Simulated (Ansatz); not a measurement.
# ZrB2 (AlB2 type): how the settings move a single-point run

Aim: see which settings change the result for ZrB2 (AlB2 type), by how much, and at what cost.

Program: Ansatz 0.2.0. Level of theory: reference: DFT PBE, spin-orbit coupling, plane waves, PAW. These are calculated values, not measurements.

2 further runs of the same task are left out: 2 that didn't finish. Runs told in other sessions of the task aren't counted.

### Step 1. The starting structure

The structure is hexagonal, space group P6/mmm (No. 191). Conventional cell: a = 3.171 Å, b = 3.171 Å, c = 3.542 Å, α = 90.00°, β = 90.00°, γ = 120.00°. Around Zr (site symmetry 6/mmm) lie 12 B at 2.55 Å. B (site symmetry -6m2) has 3 B at 1.83 Å and 6 Zr at 2.55 Å in its first shell of neighbours.

Structure file:

```
Zr B
1.0
     3.17122    0.00000    0.00000
    -1.58561    2.74636    0.00000
     0.00000    0.00000    3.54193
Zr B
1 2
Direct
  0.00000 0.00000 0.00000
  0.33333 0.66667 0.50000
  0.66667 0.33333 0.50000
```

### Step 2. Baseline

The input, input.yaml:

```yaml
crystal:
  lattice:
    - [3.171218682, 0.0, 0.0]
    - [-1.585609341, 2.7463559396, 0.0]
    - [0.0, 0.0, 3.5419291061]
  atoms:
    - { symbol: Zr, position: [0.0, 0.0, 0.0] }
    - { symbol: B, position: [0.3333333333, 0.6666666667, 0.5] }
    - { symbol: B, position: [0.6666666667, 0.3333333333, 0.5] }
basis:
  ecutwfc: 420
  ecutrho_ratio: 4
kpoints:
  mp_grid: { grid: [12, 12, 10] }
  band_path:
    path:
      - [[0.0, 0.0, 0.0], [0.5, 0.0, 0.0], [0.33333333, 0.33333333, 0.0], [0.0, 0.0, 0.0], [0.0, 0.0, 0.5], [0.5, 0.0, 0.5], [0.33333333, 0.33333333, 0.5], [0.0, 0.0, 0.5]]
      - [[0.5, 0.0, 0.5], [0.5, 0.0, 0.0]]
      - [[0.33333333, 0.33333333, 0.5], [0.33333333, 0.33333333, 0.0]]
    npoints: 10
hamiltonian:
  xc: pbe
scf:
  occupations: { method: gaussian, width: 0.05 }
  n_extra_bands: 24
output:
  forces: true
  stress: true
  eigenvalues: true
  populations: true
  dos: { projected: true, de: 0.02, nscf_kmesh: { grid: [18, 18, 15] } }
  bader: false
  write_density: true
  write_potential: true
  elf: true
  volumetric_format: npy
magnetization:
  noncollinear: true
  spin_orbit: true
checkpoint:
  read: start.run
  write: ck
  compress: false
  write_wavefunctions: false
  write_every: 100000
```

Command:

```
> ansatz run input.yaml --threads 4 --pin off --max-ram 7168MiB --backend cpu --events-out ev --progress --plain --runs-dir out
```

### Step 3. Variant: xc_grid 1

The input, input.yaml:

```yaml
crystal:
  lattice:
    - [3.171218682019, 0.0, 0.0]
    - [-1.585609341009, 2.746355939584, 0.0]
    - [0.0, 0.0, 3.5419291061]
  atoms:
    - { symbol: Zr, position: [0.0, 0.0, 0.0] }
    - { symbol: B, position: [0.3333333333333, 0.6666666666667, 0.5] }
    - { symbol: B, position: [0.6666666666667, 0.3333333333333, 0.5] }
basis:
  ecutwfc: 420
  ecutrho_ratio: 4
  xc_grid: 1
kpoints:
  mp_grid: { grid: [12, 12, 10] }
hamiltonian:
  xc: pbe
scf:
  occupations: { method: gaussian, width: 0.05 }
output:
  forces: true
  stress: true
magnetization:
  noncollinear: true
  spin_orbit: true
```

### Step 4. Variant: ecutrho_ratio 12

The input, input.yaml:

```yaml
crystal:
  lattice:
    - [3.171218682019, 0.0, 0.0]
    - [-1.585609341009, 2.746355939584, 0.0]
    - [0.0, 0.0, 3.5419291061]
  atoms:
    - { symbol: Zr, position: [0.0, 0.0, 0.0] }
    - { symbol: B, position: [0.3333333333333, 0.6666666666667, 0.5] }
    - { symbol: B, position: [0.6666666666667, 0.3333333333333, 0.5] }
basis:
  ecutwfc: 420
  ecutrho_ratio: 12
kpoints:
  mp_grid: { grid: [12, 12, 10] }
hamiltonian:
  xc: pbe
scf:
  occupations: { method: gaussian, width: 0.05 }
output:
  forces: true
  stress: true
magnetization:
  noncollinear: true
  spin_orbit: true
```

### Step 5. Changed: eigensolver.kind davidson

The input, input.yaml:

```yaml
crystal:
  lattice:
    - [3.171218682019, 0.0, 0.0]
    - [-1.585609341009, 2.746355939584, 0.0]
    - [0.0, 0.0, 3.5419291061]
  atoms:
    - { symbol: Zr, position: [0.0, 0.0, 0.0] }
    - { symbol: B, position: [0.3333333333333, 0.6666666666667, 0.5] }
    - { symbol: B, position: [0.6666666666667, 0.3333333333333, 0.5] }
basis:
  ecutwfc: 420
  ecutrho_ratio: 4
kpoints:
  mp_grid: { grid: [12, 12, 10] }
hamiltonian:
  xc: pbe
scf:
  occupations: { method: gaussian, width: 0.05 }
  eigensolver: { kind: davidson }
output:
  forces: true
  stress: true
magnetization:
  noncollinear: true
  spin_orbit: true
```

**Question.** What will these runs give? Wanted: for each run, ending; energy change; pressure; gap; force.

As calculated:

| run | ending | energy change | pressure (GPa) | gap (eV) | force (eV/Å) | cycles | time |
| --- | --- | --- | --- | --- | --- | --- | --- |
| reference | converged | 0 | 0.0 | 0.00 | 0.00 | - | 29 s |
| 1: xc_grid 1 | converged | 0.0 meV/atom | 0.0 | 0.00 | 0.00 | 7 | 3.9 s |
| 2: ecutrho_ratio 12 | converged | 0.0 meV/atom | 0.0 | 0.00 | 0.00 | 7 | 4.1 s |
| 3: eigensolver.kind davidson | converged | 0.0 meV/atom | 0.0 | 0.00 | 0.00 | 6 | 5.6 s |

Times don't compare one to one where runs were asked for different outputs or read a saved state (see the inputs); cycles may leave out searches for a lower state.

Residual by cycle in the longest SCF loop of each run; runs are numbered as in the table. The quantity is the density residual dr2, in eV.

| cycle | reference | run 1 | run 2 | run 3 |
| --- | --- | --- | --- | --- |
| 1 | 2.0e-11 | 1.86 | 1.86 | 1.9 |
| 2 | 6.9e-12 | 0.122 | 0.122 | 0.119 |
| 3 | - | 0.0216 | 0.0216 | 0.0217 |
| 4 | - | 3.2e-4 | 3.2e-4 | 2.9e-4 |
| 5 | - | 2.0e-5 | 1.9e-5 | 1.6e-5 |
| 6 | - | 6.9e-8 | 6.8e-8 | 7.9e-8 |
| 7 | - | 7.8e-10 | 8.1e-10 | - |

**Reading.** Of the converged runs whose energies compare with the reference's, none moves it noticeably.
